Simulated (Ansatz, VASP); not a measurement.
**SnTe: VASP beside Ansatz**

```
CELL_PARAMETERS angstrom
3.89182 0.00000 0.00000
0.00000 3.89182 0.00000
0.00000 0.00000 3.89182
ATOMIC_POSITIONS crystal
Sn 0.00000 0.00000 0.00000
Te 0.50000 0.50000 0.50000
```

The cell was built by a generator and needn't be a form met in nature.

Alike in both runs: task single point; functional r2SCAN; k mesh 4 × 4 × 4; occupations fermi-dirac, width 0.02 eV; no spin polarisation.

```csv
,VASP,Ansatz
version,VASP 6.6.1,Ansatz 0.2.0
potentials or method,"VASP PAW PBE potentials, release 64 (Sn_d, Te)","plane waves, PAW"
plane-wave cutoff (eV),520,500
valence electrons in the cell,20,30
```

|  | VASP | Ansatz | Ansatz less VASP |
| --- | --- | --- | --- |
| pressure (GPa) | 0.2 | 0.2 | +0.02 |

The two sets of potentials don't hold the same shells in valence.

Caveats: the k mesh is coarse (spacing up to 0.40 Å⁻¹), so the values aren't converged; the PAW data sets were made with another functional, which shifts forces and pressure a little (VASP). The runs have no spin-orbit coupling, so splittings on Te are missing.
